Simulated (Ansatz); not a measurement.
Ligand exchange: C3H8S + B(SH)3 → C3H8S2 + BH(SH)2

Species: C3H8S (1-propanethiol) `CCCS`, singlet; B(SH)3, singlet; C3H8S2 (1,3-propanedithiol) `SCCCS`, singlet; BH(SH)2, singlet. The partners trade H for SH: C–H and B–SH bonds give way to C–SH and B–H.

Shapes, held fixed at every level: PBE0-D4/def2-TZVP. Flexible molecules stand in one conformer, not always the lowest. Programs: Ansatz 0.2.0. Electronic energies: no zero-point or thermal term.

(1) Estimate ΔE of this reaction.

## Answers

(1) The highest level, CCSD(T)/CBS estimate, gives ΔE = +102.3 kJ/mol; the levels span +99.4 to +107.4. The column of differences is taken from that level and isn't an error. No measured value is set beside it here. The CBS estimate extrapolates MP2 from def2-TZVPP and def2-QZVPP and adds CCSD(T) − MP2 in the triple-zeta set, cores frozen.

```
               level                    kind  ΔE (kJ/mol)  less CCSD(T)/CBS estimate
 B3LYP-D4/def2-TZVPP           global hybrid       +102.6                       +0.3
  PBE0-D4/def2-TZVPP           global hybrid       +104.9                       +2.6
  wB97X-V/def2-TZVPP  range-separated hybrid        +99.4                       -2.9
   B2PLYP/def2-TZVPP           double hybrid       +101.7                       -0.6
      MP2/def2-TZVPP     perturbation theory       +107.4                       +5.1
     CCSD/def2-TZVPP   coupled cluster or CI       +100.3                       -2.0
CCSD(T)/CBS estimate   coupled cluster or CI       +102.3                        0.0
```
